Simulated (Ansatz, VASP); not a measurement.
# Ca: VASP beside Ansatz

```
Ca
1.0
    -2.24000    2.24000    2.24000
     2.24000   -2.24000    2.24000
     2.24000    2.24000   -2.24000
Ca
1
Cartesian
  0.0000 0.0000 0.0000
```

This isn't the form of Ca at room conditions, which is fcc.

Alike in both runs: task single point; functional LDA; k mesh 16 × 16 × 16; occupations gaussian, width 0.15 eV; no spin polarisation.

```csv
,VASP,Ansatz
version,VASP 6.6.1,Ansatz 0.2.0
potentials or method,"VASP PAW LDA potentials, release 64 (Ca_sv)","scalar-relativistic, plane waves, PAW"
plane-wave cutoff (eV),520,420
valence electrons in the cell,10,10
```

|  | VASP | Ansatz | Ansatz less VASP |
| --- | --- | --- | --- |
| gap on the k mesh at the Fermi level (eV) | none | none | - |
| pressure (GPa) | -2.5 | -2.5 | 0.00 |

A gap of «none» marks a metal or a gap that the smearing closes.
